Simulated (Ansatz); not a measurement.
The system is Ti3Si.

```
Ti Si
1.0
     0.00000    3.14436    3.14436
     3.14436    0.00000    3.14436
     3.14436    3.14436    0.00000
Ti Si
3 1
Direct
  0.00000 0.00000 0.00000
  0.25000 0.25000 0.25000
  0.75000 0.75000 0.75000
  0.50000 0.50000 0.50000
```

The cell comes from a database or a generator and needn't be the stable form of this composition.

```yaml
Program: Ansatz 0.2.0
Task: relaxation of cell and atoms
Functional: PBEsol
Potentials_or_basis: Ansatz PAW
Cutoff: "420 eV (not typed: the program's choice for these potentials)"
k_mesh: 7 × 7 × 7
Occupations: fermi-dirac, width 0.05 eV
Spin: no spin polarisation
```

At the start: volume 15.54 Å³/atom.

Question: Where does the relaxation end?

Answer: It ends after 5 steps and the volume is 14.97 Å³/atom (-3.7 %); space group Fm-3m (No. 225, to 0.05 Å).

The path:
```csv
step,energy change (eV),largest force (eV/Å),volume (Å³)
1,0.0000,0.0000,62.18
2,-0.0240,0.0000,58.57
3,-0.0369,0.0000,59.95
4,-0.0370,0.0000,59.88
5,-0.0367,0.0000,59.88
```

Final structure:
```cif
data_structure
_symmetry_space_group_name_H-M 'P 1'
_symmetry_Int_Tables_number 1
_cell_length_a 4.3914
_cell_length_b 4.3914
_cell_length_c 4.3914
_cell_angle_alpha 60.000
_cell_angle_beta 60.000
_cell_angle_gamma 60.000
_cell_volume 59.88
loop_
_atom_site_label
_atom_site_type_symbol
_atom_site_fract_x
_atom_site_fract_y
_atom_site_fract_z
_atom_site_occupancy
Ti1 Ti 0.00000 0.00000 0.00000 1
Ti2 Ti 0.25000 0.25000 0.25000 1
Ti3 Ti 0.75000 0.75000 0.75000 1
Si1 Si 0.50000 0.50000 0.50000 1
```

Caveat: the plane-wave basis is chosen anew once the cell has moved, so the energies of steps on either side of that aren't comparable; the PAW data sets come from PBE, with cores solved anew for the run's functional, which leaves a small shift of forces and pressure.
